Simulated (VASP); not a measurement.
VASP 6.6.1 run: CdSe

INCAR

```
LREAL = .FALSE.
EDIFF = 1E-7
NBANDS = 16
SIGMA = 0.01
ISMEAR = 0
LWAVE = .FALSE.
GGA = PS
ENCUT = 520
LCHARG = .FALSE.
LASPH = .TRUE.
IBRION = -1
ISIF = 2
NSW = 0
PREC = Accurate
IVDW = 12
NELM = 120
```

KPOINTS

```
KPOINTS created by Atomic Simulation Environment
0
Gamma
8 8 8
0 0 0
```

POSCAR

```
Cd Se
 1.0000000000000000
    -0.0000000000000000    3.0677809653893693    3.0677809653893693
     3.0677809653893693    0.0000000000000000    3.0677809653893693
     3.0677809653893693    3.0677809653893693    0.0000000000000000
 Cd  Se
   1   1
Cartesian
  0.0000000000000000  0.0000000000000000  0.0000000000000000
  1.5338904826946846  1.5338904826946846  1.5338904826946846
```

The recommended PBE PAW datasets give the neutral cell 18 valence electrons.

Command

```
mpirun -np 1 vasp_std
```

OSZICAR

```
N       E                     dE             d eps       ncg     rms          rms(c)
DAV:   1     0.105305934844E+03    0.10531E+03   -0.87472E+03   952   0.100E+03
DAV:   2    -0.256616698350E+01   -0.10787E+03   -0.10197E+03  1168   0.247E+02
DAV:   3    -0.653907379114E+01   -0.39729E+01   -0.39672E+01  1072   0.491E+01
DAV:   4    -0.655574411796E+01   -0.16670E-01   -0.16670E-01  1216   0.321E+00
DAV:   5    -0.655584695975E+01   -0.10284E-03   -0.10284E-03  1080   0.217E-01    0.562E+00
DAV:   6    -0.619759001589E+01    0.35826E+00   -0.57646E-01  1360   0.959E+00    0.458E+00
DAV:   7    -0.617518962108E+01    0.22400E-01   -0.12500E-01  1048   0.242E+00    0.210E+00
DAV:   8    -0.617386153429E+01    0.13281E-02   -0.12500E-02  1104   0.135E+00    0.215E-01
DAV:   9    -0.617377196653E+01    0.89568E-04   -0.13270E-03  1160   0.480E-01    0.431E-02
DAV:  10    -0.617379513110E+01   -0.23165E-04   -0.14127E-04  1144   0.151E-01    0.384E-02
DAV:  11    -0.617382150585E+01   -0.26375E-04   -0.45736E-05  1152   0.487E-02    0.170E-02
DAV:  12    -0.617382104870E+01    0.45715E-06   -0.13942E-06  1080   0.146E-02    0.895E-03
DAV:  13    -0.617382128979E+01   -0.24109E-06   -0.12935E-06  1160   0.715E-03    0.298E-03
DAV:  14    -0.617382126199E+01    0.27802E-07   -0.73735E-08   880   0.174E-03
   1 F= -.67491023E+01 E0= -.67491023E+01  d E =-.243544E-62
```

From OUTCAR

```
k-points           NKPTS =     29   k-points in BZ     NKDIM =     29   number of bands    NBANDS=     16

   NELECT =      18.0000    total number of electrons

   dimension x,y,z NGX =    32 NGY =   32 NGZ =   32
   dimension x,y,z NGXF=    64 NGYF=   64 NGZF=   64

  energy-cutoff  :      520.00
  volume of cell :       57.74
      direct lattice vectors                 reciprocal lattice vectors
     0.000000000  3.067780965  3.067780965    -0.162984257  0.162984257  0.162984257
     3.067780965  0.000000000  3.067780965     0.162984257 -0.162984257  0.162984257
     3.067780965  3.067780965  0.000000000     0.162984257  0.162984257 -0.162984257

 k-points in reciprocal lattice and weights: KPOINTS created by Atomic Simulation Env
   0.00000000  0.00000000  0.00000000       0.002
   0.12500000  0.00000000  0.00000000       0.016
   0.25000000  0.00000000  0.00000000       0.016
   0.37500000  0.00000000  0.00000000       0.016
   0.50000000  0.00000000  0.00000000       0.008
   0.12500000  0.12500000  0.00000000       0.012
   0.25000000  0.12500000  0.00000000       0.047
   0.37500000  0.12500000  0.00000000       0.047
   ...

 E-fermi :   0.7239

 k-point     1 :       0.0000    0.0000    0.0000
  band No.  band energies     occupation
      1     -11.8713      2.00000
      2      -7.2181      2.00000
      3      -7.2181      2.00000
      4      -7.2181      2.00000
      5      -6.8645      2.00000
      6      -6.8645      2.00000
      7       0.6082      2.00000
      8       0.6082      2.00000
      9       0.6082      2.00000
     10       1.0393      0.00000
     11       6.4619      0.00000
     12       6.4619      0.00000
     13       6.4619      0.00000
     14      10.0995      0.00000
     15      11.6122      0.00000
     16      11.6122      0.00000

 k-point     2 :       0.1250    0.0000    0.0000
  band No.  band energies     occupation
      1     -11.8199      2.00000
      2      -7.2018      2.00000
      3      -7.2018      2.00000
      4      -7.1723      2.00000
      5      -6.8654      2.00000
      6      -6.8654      2.00000
      7      -0.6260      2.00000
      8       0.4872      2.00000
      9       0.4872      2.00000
     10       2.0743      0.00000
     11       6.2309      0.00000
     12       6.6598      0.00000
     13       6.6598      0.00000
     14      10.8239      0.00000
     15      10.8239      0.00000
     16      10.8355      0.00000

 k-point     3 :       0.2500    0.0000    0.0000
  band No.  band energies     occupation
      1     -11.6943      2.00000
      2      -7.1664      2.00000
      3      -7.1664      2.00000
      4      -7.0174      2.00000
      5      -6.8626      2.00000
      6      -6.8626      2.00000
      7      -2.0387      2.00000
      8       0.2201      2.00000
      9       0.2201      2.00000
     10       2.7634      0.00000
     11       6.4268      0.00000
     12       6.9695      0.00000
     13       6.9695      0.00000
     14      10.5156      0.00000
     15      10.5745      0.00000
     16      10.5745      0.00000

 ...

  Total      -0.93495    -0.93495    -0.93495    -0.00000    -0.00000     0.00000
  in kB     -25.94154   -25.94154   -25.94154    -0.00000    -0.00000     0.00000
  external pressure =      -25.94 kB  Pullay stress =        0.00 kB

 POSITION                                       TOTAL-FORCE (eV/Angst)
 -----------------------------------------------------------------------------------
      0.00000      0.00000      0.00000        -0.000000     -0.000000     -0.000000
      1.53389      1.53389      1.53389         0.000000      0.000000      0.000000
 -----------------------------------------------------------------------------------
    total drift:                               -0.000000     -0.000000     -0.000000

  FREE ENERGIE OF THE ION-ELECTRON SYSTEM (eV)
  ---------------------------------------------------
  free  energy   TOTEN  =        -6.7491023441 eV

  energy  without entropy=       -6.7491023441  energy(sigma->0) =       -6.74910234
```

It converged. Results: gap between bands v and c on the k mesh 0.43 eV; least direct gap on the k mesh 0.43 eV; pressure -2.6 GPa. Band v is the last that the valence electrons fill when counted band by band, and c is the next.

For comparison, a separate PBEsol run of the intended cell, on usual settings and not on those above, gives a gap of 0.43 eV on its mesh and a pressure of -1.0 GPa.

The run above took about 24 s on one core of a shared host (Intel Xeon Platinum 8488C) and held 0.18 GiB at most.
